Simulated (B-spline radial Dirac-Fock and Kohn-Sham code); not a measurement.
Diagram lines of Mn³⁺

System: Mn³⁺, [Ar] 3d4, inside a Watson sphere of charge -3 and radius 2.2 Å (a model of the Madelung potential; inside it an electron's potential energy is raised by 19.6 eV).

The run's input, task.json:

```json
{"items": [{
  "Z": 25,
  "q": 3,
  "cfg": [[1, 0, 2], [2, 0, 2], [2, 1, 6], [3, 0, 2], [3, 1, 6], [3, 2, 4]],
  "A": 55,
  "rrms": 3.7057,
  "watson": [-3, 2.2],
  "do": ["binding"]
}]}
```

Run with: `python xray_run.py task.json out`

Method: multi-electron Dirac-Fock with separately optimised hole states, Breit and Lamb-shift corrections added in first order. Computed with a radial atomic solver. A line energy is the difference of two single-hole energies; the list is a selection of electric-dipole transitions between resolved j subshells. Correlation and solid-state effects are left out.

```
line  energy (keV)  wavelength (Å)
 Kβ1        6.4907          1.9102
 Kβ3        6.4894          1.9106
 Kα1        5.8963          2.1027
 Kα2        5.8861          2.1064
 Lβ3        0.7255          17.090
 Lβ4        0.7242          17.120
  Lη        0.5662          21.899
  Lℓ        0.5560          22.299
```
